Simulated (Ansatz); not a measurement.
# WSe2: the cost of one run

Computed with Ansatz 0.2.0 (DFT PBEsol+D3(BJ), scalar-relativistic, plane waves, PAW, unless a step's input says otherwise).

3 further runs of the same task are left out: 3 set aside as unsound or not needed.

**1. The system as given**

The structure is hexagonal, space group P6_3/mmc (No. 194). Conventional cell: a = 3.230 Å, b = 3.230 Å, c = 12.417 Å, α = 90.00°, β = 90.00°, γ = 120.00°. Around W (site symmetry -6m2) lie 6 Se at 2.51 Å. Around Se (site symmetry 3m) lie 3 W at 2.51 Å.

Structure file:

```cif
data_structure
_symmetry_space_group_name_H-M 'P6_3/mmc'
_symmetry_Int_Tables_number 194
_cell_length_a 3.2305
_cell_length_b 3.2305
_cell_length_c 12.4167
_cell_angle_alpha 90.000
_cell_angle_beta 90.000
_cell_angle_gamma 120.000
_cell_volume 112.22
loop_
_atom_site_label
_atom_site_type_symbol
_atom_site_symmetry_multiplicity
_atom_site_Wyckoff_symbol
_atom_site_fract_x
_atom_site_fract_y
_atom_site_fract_z
_atom_site_occupancy
W1 W 2 d 0.66667 0.33333 0.25000 1
Se1 Se 4 f 0.33333 0.66667 0.38532 1
```

It goes back to an entry of the Materials Project, which need not be the stable form.

This cell was relaxed beforehand with the same method: volume 18.70 Å³/atom, gap on the mesh 0.71 eV.

**2. Reference cell for the strains**

input.yaml reads:

```yaml
crystal:
  lattice:
    - [3.2304797333, 0.0, 0.0]
    - [-1.6152398667, 2.7976775155, 0.0]
    - [0.0, 0.0, 12.4166794798]
  atoms:
    - { symbol: W, position: [0.6666666667, 0.3333333333, 0.2499277596] }
    - { symbol: W, position: [0.3333333333, 0.6666666667, 0.7500722404] }
    - { symbol: Se, position: [0.3333333333, 0.6666666667, 0.3853185469] }
    - { symbol: Se, position: [0.6666666667, 0.3333333333, 0.8854642784] }
    - { symbol: Se, position: [0.3333333333, 0.6666666667, 0.1145357216] }
    - { symbol: Se, position: [0.6666666667, 0.3333333333, 0.6146814531] }
basis:
  ecutwfc: 420
kpoints:
  mp_grid: { grid: [12, 12, 4] }
hamiltonian:
  xc: pbesol
  dispersion: d3bj
scf:
  occupations: { method: gaussian, width: 0.02 }
output:
  forces: true
  stress: true
  eigenvalues: true
```

Started as:

```console
$ ansatz run input.yaml --threads 1 --pin off --max-ram 2560MiB --backend cpu --events-out ev --progress --plain --runs-dir out
```

**Question.** How long does this run take on 1 thread of AMD EPYC 9R45 (Zen 5), shared host, and how much memory does it need?

About 6.7 s, with a peak of 0.65 GiB.
